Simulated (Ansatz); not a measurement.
# Tin, fcc under revPBE: structure, energy and stiffness

Aim: take tin in the fcc structure, relax it, solve it on a dense k-mesh, then scale the cell to 7 volumes from 88 to 112 % of the relaxed one and try a fit of the equation of state. Spin polarisation is left out. The k-meshes are 11×11×11 for the relaxation; 18×18×18 for the dense run; 13×13×13 for the volumes.

Program: Ansatz 0.2.0. Level of theory: DFT revPBE, plane waves (420 eV) with PAW, scalar-relativistic; the PAW data stem from PBE, with regenerated cores. These are calculated values, not measurements.

### 1 The system as given

The structure is cubic, space group Fm-3m (No. 225). Conventional cell: a = 4.822 Å, b = 4.822 Å, c = 4.822 Å, α = 90.00°, β = 90.00°, γ = 90.00°. Sn (site symmetry m-3m) has 12 Sn at 3.41 Å as nearest neighbours.

As a file:

```xyz
1
Lattice="0.0000 2.4111 2.4111 2.4111 0.0000 2.4111 2.4111 2.4111 0.0000" Properties=species:S:1:pos:R:3 pbc="T T T"
Sn    0.0000    0.0000    0.0000
```

### 2 Relaxation of the cell

The input, input.yaml:

```yaml
crystal:
  lattice:
    - [0.0, 2.4111428816, 2.4111428816]
    - [2.4111428816, 0.0, 2.4111428816]
    - [2.4111428816, 2.4111428816, 0.0]
  atoms:
    - { symbol: Sn, position: [0.0, 0.0, 0.0] }
hamiltonian:
  xc: revpbe
  pseudopotentials:
    kind: paw
    azcp:
      Sn: "pseudopotentials/Sn.paw.azcp"
basis:
  ecutwfc: 420
  fft_grid_basis: typed
kpoints:
  mp_grid: { grid: [11, 11, 11], shift: [0, 0, 0] }
magnetization:
  spin_polarized: false
scf:
  occupations: { method: fermi_dirac, width: 0.1 }
relax:
  max_steps: 60
  f_tol: 0.01
  cell: {}
```

On the command line:

```
> ansatz run input.yaml --threads 2 --pin off --max-ram 5120MiB --backend cpu --events-out ev --progress --plain --runs-dir out
```

The program printed (excerpt; [...] marks lines left out):

```text
Warning: RAYON_NUM_THREADS=2 ignored (pool sized by the plan → 2); use --threads N
[...]
Pseudopotentials: kind: paw
Pseudopotential: Sn, paw, valence charge 14, recommended cutoff 420 eV (normal), <dir>
Functional definition: revPBE
[...]
Crystal: 1 atoms, lattice volume = 28.035 Å³
Basis set: ecut = 420 eV, 537 PW (Γ), exchange–correlation on 48×48×48 points (8 copies of the dense FFT grid, shifted against one another)
Bands: 11, of which v1, the nominal top of the filled ones, is band 7 counted from 1 (6 counted from 0)
Symmetry: 48 space group operations
Space group: Fm-3m (ITA 225), of the structure as read, at distance tolerance 3.0e-5 Å
k-points: 56 of 1331
[...]
SCF iter   1: F=—  HF=-6030.251983 eV  |F-HF|=—  |Δ(HF+E_count)|=         —  Δρ=1.67e-3  dr2=5.12e-4  ethr=1.77e-3  ⟨swp⟩=5.0  Hψ=3610  notcnv=0
[...]
relax step   1: F+E_penalty+E_count = -6030.25130497 eV  Δ(F+E_penalty+E_count) = +0.000e0 eV  max|allowed force component| = 0.000e0 eV/Å  Δτ_max = 0.0000 Å  P = +1.002 GPa  Ω = 28.035 Å³  (6 SCF iters, dr2 threshold 1.00e-7 eV, accepted)
[...]
relax step   2: F+E_penalty+E_count = -6030.25304100 eV  Δ(F+E_penalty+E_count) = -1.736e-3 eV  max|allowed force component| = 0.000e0 eV/Å  Δτ_max = 0.0000 Å  P = -0.025 GPa  Ω = 28.663 Å³  energy of the carried Pulay correction = -1.382e-4 eV  (4 SCF iters, dr2 threshold 1.00e-7 eV, accepted)
[...]
relax step   3: F+E_penalty+E_count = -6030.25317294 eV  Δ(F+E_penalty+E_count) = -1.319e-4 eV  max|allowed force component| = 0.000e0 eV/Å  Δτ_max = 0.0000 Å  P = -0.027 GPa  Ω = 28.663 Å³  stress off target by 2.68e-2 GPa  SCF on the basis re-selected at this cell (its energy is not [...]
SCF converged after 5 iterations
Free energy (F): -6030.253173 eV
[...]
E sigma→0 (E₀):  -6030.245277 eV
Entropy (-TS):   -0.015791 eV (-15.791 meV/atom)
Fermi energy:    10.220867 eV
[...]
--- Forces (eV/Å), atoms counted from 1 ---
  atom   1  Sn    -0.00000000     0.00000000    -0.00000000
[...]
--- Stress (GPa, compression-positive) ---
       -0.026763       0.000000       0.000000
        0.000000      -0.026763       0.000000
        0.000000       0.000000      -0.026763
  P = ⅓ Tr σ = -0.0268 GPa (-0.268 kbar)
--- Relaxed structure (2 steps of the walk, 2 accepted, 1 SCFs on fresh bases) ---
  F+E_penalty+E_count = -6030.25317294 eV   max|allowed force component| = 0.000e0 eV/Å   (the final SCF, on the basis selected at the relaxed cell)
  cell:  # Å, volume = 28.6629 Å³
    - [-5.095372032895589e-35, 2.42901457864287, 2.4290145786428696]
    - [2.4290145786428696, -2.038148813158236e-34, 2.4290145786428696]
    - [2.4290145786428696, 2.42901457864287, 2.0381488131582358e-34]
  atoms:
    - { symbol: Sn, position: [0.0, 0.0, 0.0] }
```

Wall time 1.2 s (2 threads of Arm Neoverse V2, shared host); peak memory 0.29 GiB.

The walk, from the log:

```csv
step,energy change (meV/atom),largest force (eV/Å),pressure (GPa),volume (Å³/atom)
1,0.00,0.0000,1.00,28.035
2,-1.74,0.0000,-0.02,28.663
3,-1.87,0.0000,-0.03,28.663
```

Steps that repeat a cell are solved on a basis chosen anew, so their changes of energy are no gain of the relaxation.

Changes in the cell that was computed:

|  | before | after | change |
| --- | --- | --- | --- |
| a (Å) | 3.410 | 3.435 | +0.7 % |
| b (Å) | 3.410 | 3.435 | +0.7 % |
| c (Å) | 3.410 | 3.435 | +0.7 % |
| volume (Å³/atom) | 28.035 | 28.663 | +2.2 % |
| shortest distance (Å) | 3.410 | 3.435 | +0.7 % |
| space group (spins left aside) | Fm-3m | Fm-3m | same |

### 3 The energy on a finer k-mesh

The input, input.yaml:

```yaml
crystal:
  lattice:
    - [0.0, 2.4290145786, 2.4290145786]
    - [2.4290145786, 0.0, 2.4290145786]
    - [2.4290145786, 2.4290145786, 0.0]
  atoms:
    - { symbol: Sn, position: [0.0, 0.0, 0.0] }
hamiltonian:
  xc: revpbe
  pseudopotentials:
    kind: paw
    azcp:
      Sn: "pseudopotentials/Sn.paw.azcp"
basis:
  ecutwfc: 420
  fft_grid_basis: typed
kpoints:
  mp_grid: { grid: [18, 18, 18], shift: [0, 0, 0] }
magnetization:
  spin_polarized: false
scf:
  occupations: { method: fermi_dirac, width: 0.1 }
```

On the command line:

```
> ansatz run input.yaml --threads 2 --pin off --max-ram 5120MiB --backend cpu --events-out ev --progress --plain --runs-dir out
```

The program printed (excerpt; [...] marks lines left out):

```text
Warning: RAYON_NUM_THREADS=2 ignored (pool sized by the plan → 2); use --threads N
[...]
Pseudopotentials: kind: paw
Pseudopotential: Sn, paw, valence charge 14, recommended cutoff 420 eV (normal), <dir>
Functional definition: revPBE
[...]
Crystal: 1 atoms, lattice volume = 28.663 Å³
Basis set: ecut = 420 eV, 537 PW (Γ)
Bands: 11, of which v1, the nominal top of the filled ones, is band 7 counted from 1 (6 counted from 0)
Symmetry: 48 space group operations
Space group: Fm-3m (ITA 225), of the structure as read, at distance tolerance 3.1e-5 Å
k-points: 195 of 5832
[...]
SCF iter   1: F=—  HF=-6030.248733 eV  |F-HF|=—  |Δ(HF+E_count)|=         —  Δρ=1.70e-3  dr2=4.88e-4  ethr=1.77e-3  ⟨swp⟩=5.0  Hψ=12549  notcnv=0
[...]
SCF iter   6: F=-6030.248071 eV  HF=-6030.248071 eV  |F-HF|=1.55e-11  |Δ(HF+E_count)|=  2.18e-10  Δρ=2.64e-7  dr2=2.16e-11  ethr=6.09e-12  ⟨swp⟩=1.0  Hψ=6366  notcnv=0
[...]
SCF converged after 6 iterations
Free energy (F): -6030.248071 eV
[...]
E sigma→0 (E₀):  -6030.238367 eV
Entropy (-TS):   -0.019407 eV (-19.407 meV/atom)
Fermi energy:    10.238245 eV
[...]
```

Run time: 1.1 s. Hardware: 2 threads of Arm Neoverse V2, shared host; peak memory 0.32 GiB.

### 4 The cell scaled to 88 % of its volume

The input, input.yaml:

```yaml
crystal:
  lattice:
    - [0.0, 2.327685737, 2.327685737]
    - [2.327685737, 0.0, 2.327685737]
    - [2.327685737, 2.327685737, 0.0]
  atoms:
    - { symbol: Sn, position: [0.0, 0.0, 0.0] }
hamiltonian:
  xc: revpbe
  pseudopotentials:
    kind: paw
    azcp:
      Sn: "pseudopotentials/Sn.paw.azcp"
basis:
  ecutwfc: 420
  fft_grid_basis: typed
kpoints:
  mp_grid: { grid: [13, 13, 13], shift: [0, 0, 0] }
magnetization:
  spin_polarized: false
scf:
  occupations: { method: fermi_dirac, width: 0.1 }
  lower_state_search: "off"
output:
  stress: true
```

On the command line:

```
> ansatz run input.yaml --threads 2 --pin off --max-ram 5120MiB --backend cpu --events-out ev --progress --plain --runs-dir out
```

The program printed (excerpt; [...] marks lines left out):

```text
Warning: RAYON_NUM_THREADS=2 ignored (pool sized by the plan → 2); use --threads N
[...]
Pseudopotentials: kind: paw
Pseudopotential: Sn, paw, valence charge 14, recommended cutoff 420 eV (normal), <dir>
Functional definition: revPBE
[...]
Crystal: 1 atoms, lattice volume = 25.223 Å³
Basis set: ecut = 420 eV, 531 PW (Γ)
Bands: 11, of which v1, the nominal top of the filled ones, is band 7 counted from 1 (6 counted from 0)
Symmetry: 48 space group operations
Space group: Fm-3m (ITA 225), of the structure as read, at distance tolerance 2.9e-5 Å
k-points: 84 of 2197
[...]
SCF iter   1: F=—  HF=-6030.177927 eV  |F-HF|=—  |Δ(HF+E_count)|=         —  Δρ=2.14e-3  dr2=6.05e-4  ethr=1.77e-3  ⟨swp⟩=4.9  Hψ=5465  notcnv=0
[...]
SCF iter   6: F=-6030.177303 eV  HF=-6030.177303 eV  |F-HF|=1.82e-12  |Δ(HF+E_count)|=  3.82e-10  Δρ=1.91e-7  dr2=4.60e-12  ethr=7.68e-12  ⟨swp⟩=1.4  Hψ=2795  notcnv=0
[...]
SCF converged after 6 iterations
Free energy (F): -6030.177303 eV
[...]
E sigma→0 (E₀):  -6030.168919 eV
Entropy (-TS):   -0.016767 eV (-16.767 meV/atom)
Fermi energy:    12.198131 eV
[...]
--- Stress (GPa, compression-positive) ---
        7.328025       0.000000      -0.000000
        0.000000       7.328025       0.000000
       -0.000000       0.000000       7.328025
  P = ⅓ Tr σ = 7.3280 GPa (73.280 kbar)
```

Wall time 0.64 s (2 threads of Arm Neoverse V2, shared host); peak memory 0.28 GiB.

### 5 The cell scaled to 92 % of its volume

Edit input.yaml of step 4 so:

```diff
@@ -2,5 +2,5 @@
   lattice:
-    - [0.0, 2.327685737, 2.327685737]
-    - [2.327685737, 0.0, 2.327685737]
-    - [2.327685737, 2.327685737, 0.0]
+    - [0.0, 2.3624324379, 2.3624324379]
+    - [2.3624324379, 0.0, 2.3624324379]
+    - [2.3624324379, 2.3624324379, 0.0]
   atoms:
```

On the command line:

```
> ansatz run input.yaml --threads 2 --pin off --max-ram 5120MiB --backend cpu --events-out ev --progress --plain --runs-dir out
```

The program printed (excerpt; [...] marks lines left out):

```text
Warning: RAYON_NUM_THREADS=2 ignored (pool sized by the plan → 2); use --threads N
[...]
Pseudopotentials: kind: paw
Pseudopotential: Sn, paw, valence charge 14, recommended cutoff 420 eV (normal), <dir>
Functional definition: revPBE
[...]
Crystal: 1 atoms, lattice volume = 26.370 Å³
Basis set: ecut = 420 eV, 531 PW (Γ)
Bands: 11, of which v1, the nominal top of the filled ones, is band 7 counted from 1 (6 counted from 0)
Symmetry: 48 space group operations
Space group: Fm-3m (ITA 225), of the structure as read, at distance tolerance 3.0e-5 Å
k-points: 84 of 2197
[...]
SCF iter   1: F=—  HF=-6030.218990 eV  |F-HF|=—  |Δ(HF+E_count)|=         —  Δρ=2.05e-3  dr2=5.97e-4  ethr=1.77e-3  ⟨swp⟩=4.9  Hψ=5465  notcnv=0
[...]
SCF iter   6: F=-6030.218426 eV  HF=-6030.218426 eV  |F-HF|=3.64e-12  |Δ(HF+E_count)|=  2.83e-10  Δρ=2.45e-7  dr2=7.16e-12  ethr=6.15e-12  ⟨swp⟩=1.5  Hψ=2775  notcnv=0
[...]
SCF converged after 6 iterations
Free energy (F): -6030.218426 eV
[...]
E sigma→0 (E₀):  -6030.209702 eV
Entropy (-TS):   -0.017449 eV (-17.449 meV/atom)
Fermi energy:    11.501963 eV
[...]
--- Stress (GPa, compression-positive) ---
        4.285779       0.000000       0.000000
       -0.000000       4.285779      -0.000000
       -0.000000      -0.000000       4.285779
  P = ⅓ Tr σ = 4.2858 GPa (42.858 kbar)
```

Wall time 0.63 s (2 threads of Arm Neoverse V2, shared host); peak memory 0.28 GiB.

### 6 The cell scaled to 96 % of its volume

Edit input.yaml of step 5 so:

```diff
@@ -2,5 +2,5 @@
   lattice:
-    - [0.0, 2.3624324379, 2.3624324379]
-    - [2.3624324379, 0.0, 2.3624324379]
-    - [2.3624324379, 2.3624324379, 0.0]
+    - [0.0, 2.396186033, 2.396186033]
+    - [2.396186033, 0.0, 2.396186033]
+    - [2.396186033, 2.396186033, 0.0]
   atoms:
```

On the command line:

```
> ansatz run input.yaml --threads 2 --pin off --max-ram 5120MiB --backend cpu --events-out ev --progress --plain --runs-dir out
```

The program printed (excerpt; [...] marks lines left out):

```text
Warning: RAYON_NUM_THREADS=2 ignored (pool sized by the plan → 2); use --threads N
[...]
Pseudopotentials: kind: paw
Pseudopotential: Sn, paw, valence charge 14, recommended cutoff 420 eV (normal), <dir>
Functional definition: revPBE
[...]
Crystal: 1 atoms, lattice volume = 27.516 Å³
Basis set: ecut = 420 eV, 537 PW (Γ)
Bands: 11, of which v1, the nominal top of the filled ones, is band 7 counted from 1 (6 counted from 0)
Symmetry: 48 space group operations
Space group: Fm-3m (ITA 225), of the structure as read, at distance tolerance 3.0e-5 Å
k-points: 84 of 2197
[...]
SCF iter   1: F=—  HF=-6030.240744 eV  |F-HF|=—  |Δ(HF+E_count)|=         —  Δρ=1.80e-3  dr2=5.09e-4  ethr=1.77e-3  ⟨swp⟩=4.9  Hψ=5428  notcnv=0
[...]
SCF iter   6: F=-6030.240171 eV  HF=-6030.240171 eV  |F-HF|=1.82e-11  |Δ(HF+E_count)|=  4.97e-10  Δρ=3.04e-7  dr2=2.31e-11  ethr=8.67e-12  ⟨swp⟩=1.8  Hψ=2822  notcnv=0
[...]
SCF converged after 6 iterations
Free energy (F): -6030.240171 eV
[...]
E sigma→0 (E₀):  -6030.231208 eV
Entropy (-TS):   -0.017927 eV (-17.927 meV/atom)
Fermi energy:    10.861887 eV
[...]
--- Stress (GPa, compression-positive) ---
        1.882835       0.000000      -0.000000
       -0.000000       1.882835      -0.000000
       -0.000000      -0.000000       1.882835
  P = ⅓ Tr σ = 1.8828 GPa (18.828 kbar)
```

Wall time 1 s (2 threads of Arm Neoverse V2, shared host); peak memory 0.28 GiB.

### 7 The cell scaled to 100 % of its volume

Edit input.yaml of step 6 so:

```diff
@@ -2,5 +2,5 @@
   lattice:
-    - [0.0, 2.396186033, 2.396186033]
-    - [2.396186033, 0.0, 2.396186033]
-    - [2.396186033, 2.396186033, 0.0]
+    - [0.0, 2.4290145786, 2.4290145786]
+    - [2.4290145786, 0.0, 2.4290145786]
+    - [2.4290145786, 2.4290145786, 0.0]
   atoms:
```

On the command line:

```
> ansatz run input.yaml --threads 2 --pin off --max-ram 5120MiB --backend cpu --events-out ev --progress --plain --runs-dir out
```

The program printed (excerpt; [...] marks lines left out):

```text
Warning: RAYON_NUM_THREADS=2 ignored (pool sized by the plan → 2); use --threads N
[...]
Pseudopotentials: kind: paw
Pseudopotential: Sn, paw, valence charge 14, recommended cutoff 420 eV (normal), <dir>
Functional definition: revPBE
[...]
Crystal: 1 atoms, lattice volume = 28.663 Å³
Basis set: ecut = 420 eV, 537 PW (Γ)
Bands: 11, of which v1, the nominal top of the filled ones, is band 7 counted from 1 (6 counted from 0)
Symmetry: 48 space group operations
Space group: Fm-3m (ITA 225), of the structure as read, at distance tolerance 3.1e-5 Å
k-points: 84 of 2197
[...]
SCF iter   1: F=—  HF=-6030.247228 eV  |F-HF|=—  |Δ(HF+E_count)|=         —  Δρ=1.66e-3  dr2=4.72e-4  ethr=1.77e-3  ⟨swp⟩=5.0  Hψ=5402  notcnv=0
[...]
SCF iter   6: F=-6030.246555 eV  HF=-6030.246555 eV  |F-HF|=3.00e-11  |Δ(HF+E_count)|=  3.11e-10  Δρ=3.08e-7  dr2=3.18e-11  ethr=7.15e-12  ⟨swp⟩=1.9  Hψ=3064  notcnv=0
[...]
SCF converged after 6 iterations
Free energy (F): -6030.246555 eV
[...]
E sigma→0 (E₀):  -6030.237415 eV
Entropy (-TS):   -0.018281 eV (-18.281 meV/atom)
Fermi energy:    10.271665 eV
[...]
--- Stress (GPa, compression-positive) ---
       -0.025731      -0.000000      -0.000000
        0.000000      -0.025731       0.000000
       -0.000000       0.000000      -0.025731
  P = ⅓ Tr σ = -0.0257 GPa (-0.257 kbar)
```

Run time: 0.65 s. Hardware: 2 threads of Arm Neoverse V2, shared host; peak memory 0.28 GiB.

### 8 The cell scaled to 104 % of its volume

Edit input.yaml of step 7 so:

```diff
@@ -2,5 +2,5 @@
   lattice:
-    - [0.0, 2.4290145786, 2.4290145786]
-    - [2.4290145786, 0.0, 2.4290145786]
-    - [2.4290145786, 2.4290145786, 0.0]
+    - [0.0, 2.4609789624, 2.4609789624]
+    - [2.4609789624, 0.0, 2.4609789624]
+    - [2.4609789624, 2.4609789624, 0.0]
   atoms:
```

On the command line:

```
> ansatz run input.yaml --threads 2 --pin off --max-ram 5120MiB --backend cpu --events-out ev --progress --plain --runs-dir out
```

The program printed (excerpt; [...] marks lines left out):

```text
Warning: RAYON_NUM_THREADS=2 ignored (pool sized by the plan → 2); use --threads N
[...]
Pseudopotentials: kind: paw
Pseudopotential: Sn, paw, valence charge 14, recommended cutoff 420 eV (normal), <dir>
Functional definition: revPBE
[...]
Crystal: 1 atoms, lattice volume = 29.809 Å³
Basis set: ecut = 420 eV, 561 PW (Γ)
Bands: 11, of which v1, the nominal top of the filled ones, is band 7 counted from 1 (6 counted from 0)
Symmetry: 48 space group operations
Space group: Fm-3m (ITA 225), of the structure as read, at distance tolerance 3.1e-5 Å
k-points: 84 of 2197
[...]
SCF iter   1: F=—  HF=-6030.241373 eV  |F-HF|=—  |Δ(HF+E_count)|=         —  Δρ=1.65e-3  dr2=5.08e-4  ethr=1.77e-3  ⟨swp⟩=5.0  Hψ=5356  notcnv=0
[...]
SCF iter   6: F=-6030.240712 eV  HF=-6030.240712 eV  |F-HF|=1.18e-11  |Δ(HF+E_count)|=  3.87e-10  Δρ=1.94e-7  dr2=9.19e-12  ethr=9.60e-12  ⟨swp⟩=1.8  Hψ=2947  notcnv=0
[...]
SCF converged after 6 iterations
Free energy (F): -6030.240712 eV
[...]
E sigma→0 (E₀):  -6030.231494 eV
Entropy (-TS):   -0.018436 eV (-18.436 meV/atom)
Fermi energy:    9.727325 eV
[...]
--- Stress (GPa, compression-positive) ---
       -1.552075       0.000000       0.000000
        0.000000      -1.552075       0.000000
        0.000000      -0.000000      -1.552075
  P = ⅓ Tr σ = -1.5521 GPa (-15.521 kbar)
```

Wall time 0.66 s (2 threads of Arm Neoverse V2, shared host); peak memory 0.29 GiB.

### 9 The cell scaled to 108 % of its volume

Edit input.yaml of step 8 so:

```diff
@@ -2,5 +2,5 @@
   lattice:
-    - [0.0, 2.4609789624, 2.4609789624]
-    - [2.4609789624, 0.0, 2.4609789624]
-    - [2.4609789624, 2.4609789624, 0.0]
+    - [0.0, 2.4921339022, 2.4921339022]
+    - [2.4921339022, 0.0, 2.4921339022]
+    - [2.4921339022, 2.4921339022, 0.0]
   atoms:
```

On the command line:

```
> ansatz run input.yaml --threads 2 --pin off --max-ram 5120MiB --backend cpu --events-out ev --progress --plain --runs-dir out
```

The program printed (excerpt; [...] marks lines left out):

```text
Warning: RAYON_NUM_THREADS=2 ignored (pool sized by the plan → 2); use --threads N
[...]
Pseudopotentials: kind: paw
Pseudopotential: Sn, paw, valence charge 14, recommended cutoff 420 eV (normal), <dir>
Functional definition: revPBE
[...]
Crystal: 1 atoms, lattice volume = 30.956 Å³
Basis set: ecut = 420 eV, 609 PW (Γ)
Bands: 11, of which v1, the nominal top of the filled ones, is band 7 counted from 1 (6 counted from 0)
Symmetry: 48 space group operations
Space group: Fm-3m (ITA 225), of the structure as read, at distance tolerance 3.1e-5 Å
k-points: 84 of 2197
[...]
SCF iter   1: F=—  HF=-6030.225699 eV  |F-HF|=—  |Δ(HF+E_count)|=         —  Δρ=1.68e-3  dr2=5.70e-4  ethr=1.77e-3  ⟨swp⟩=5.0  Hψ=5331  notcnv=0
[...]
SCF iter   6: F=-6030.225046 eV  HF=-6030.225046 eV  |F-HF|=5.46e-12  |Δ(HF+E_count)|=  9.45e-10  Δρ=1.28e-7  dr2=2.44e-12  ethr=1.27e-11  ⟨swp⟩=1.9  Hψ=2916  notcnv=0
[...]
SCF converged after 6 iterations
Free energy (F): -6030.225046 eV
[...]
E sigma→0 (E₀):  -6030.215796 eV
Entropy (-TS):   -0.018499 eV (-18.499 meV/atom)
Fermi energy:    9.225464 eV
[...]
--- Stress (GPa, compression-positive) ---
       -2.784444      -0.000000      -0.000000
        0.000000      -2.784444       0.000000
        0.000000      -0.000000      -2.784444
  P = ⅓ Tr σ = -2.7844 GPa (-27.844 kbar)
```

Wall time 0.67 s (2 threads of Arm Neoverse V2, shared host); peak memory 0.29 GiB.

### 10 The cell scaled to 112 % of its volume

Edit input.yaml of step 9 so:

```diff
@@ -2,5 +2,5 @@
   lattice:
-    - [0.0, 2.4921339022, 2.4921339022]
-    - [2.4921339022, 0.0, 2.4921339022]
-    - [2.4921339022, 2.4921339022, 0.0]
+    - [0.0, 2.5225287746, 2.5225287746]
+    - [2.5225287746, 0.0, 2.5225287746]
+    - [2.5225287746, 2.5225287746, 0.0]
   atoms:
```

On the command line:

```
> ansatz run input.yaml --threads 2 --pin off --max-ram 5120MiB --backend cpu --events-out ev --progress --plain --runs-dir out
```

The program printed (excerpt; [...] marks lines left out):

```text
Warning: RAYON_NUM_THREADS=2 ignored (pool sized by the plan → 2); use --threads N
[...]
Pseudopotentials: kind: paw
Pseudopotential: Sn, paw, valence charge 14, recommended cutoff 420 eV (normal), <dir>
Functional definition: revPBE
[...]
Crystal: 1 atoms, lattice volume = 32.102 Å³
Basis set: ecut = 420 eV, 609 PW (Γ)
Bands: 11, of which v1, the nominal top of the filled ones, is band 7 counted from 1 (6 counted from 0)
Symmetry: 48 space group operations
Space group: Fm-3m (ITA 225), of the structure as read, at distance tolerance 3.2e-5 Å
k-points: 84 of 2197
[...]
SCF iter   1: F=—  HF=-6030.202068 eV  |F-HF|=—  |Δ(HF+E_count)|=         —  Δρ=1.70e-3  dr2=6.45e-4  ethr=1.77e-3  ⟨swp⟩=5.0  Hψ=5339  notcnv=0
[...]
SCF iter   6: F=-6030.201430 eV  HF=-6030.201430 eV  |F-HF|=3.37e-11  |Δ(HF+E_count)|=   1.13e-9  Δρ=2.99e-7  dr2=4.43e-11  ethr=1.59e-11  ⟨swp⟩=2.0  Hψ=2932  notcnv=0
[...]
SCF converged after 6 iterations
Free energy (F): -6030.201430 eV
[...]
E sigma→0 (E₀):  -6030.192077 eV
Entropy (-TS):   -0.018706 eV (-18.706 meV/atom)
Fermi energy:    8.761254 eV
[...]
--- Stress (GPa, compression-positive) ---
       -3.780853       0.000000      -0.000000
       -0.000000      -3.780853       0.000000
        0.000000      -0.000000      -3.780853
  P = ⅓ Tr σ = -3.7809 GPa (-37.809 kbar)
```

Run time: 0.72 s. Hardware: 2 threads of Arm Neoverse V2, shared host; peak memory 0.29 GiB.

### 11 Energy and pressure against volume

The cell was scaled evenly, with its shape and the fractional positions fixed.

```csv
V (Å³/atom),E − E₀ (meV/atom),P from the stress (GPa),P from the fit (GPa)
25.223,68.6,7.33,7.24
26.370,27.8,4.29,4.25
27.516,6.3,1.88,1.86
28.663,0.1,-0.03,-0.04
29.809,6.0,-1.55,-1.57
30.956,21.7,-2.78,-2.79
32.102,45.4,-3.78,-3.77
```

Fit (Birch-Murnaghan, third order): V₀ = 28.634 Å³/atom, B₀ = 43 GPa, B₀′ = 4.6, largest residual 0.07 meV/atom.

### 12 Results

| quantity | value |
| --- | --- |
| space group (spins left aside) | Fm-3m (No. 225) |
| conventional cell | a = 4.858 Å |
| volume | 28.663 Å³/atom |
| shortest distance | 3.435 Å |
| gap on the mesh | none (levels filled in part) |
| relative to alpha-Sn (diamond) | +89 meV/atom |
| V₀, B₀, B₀′ | 28.634 Å³/atom, 43 GPa, 4.6 |

**Reading.** The relaxation enlarged the cell by 2.2 % in volume. Against the reference form of tin (alpha-Sn (diamond), computed apart with the same settings) it stands 89 meV/atom higher. Levels at the Fermi energy are filled in part, as in a metal. The fitted modulus is 43 GPa. Relaxation kept the symmetry; phonons were not checked.
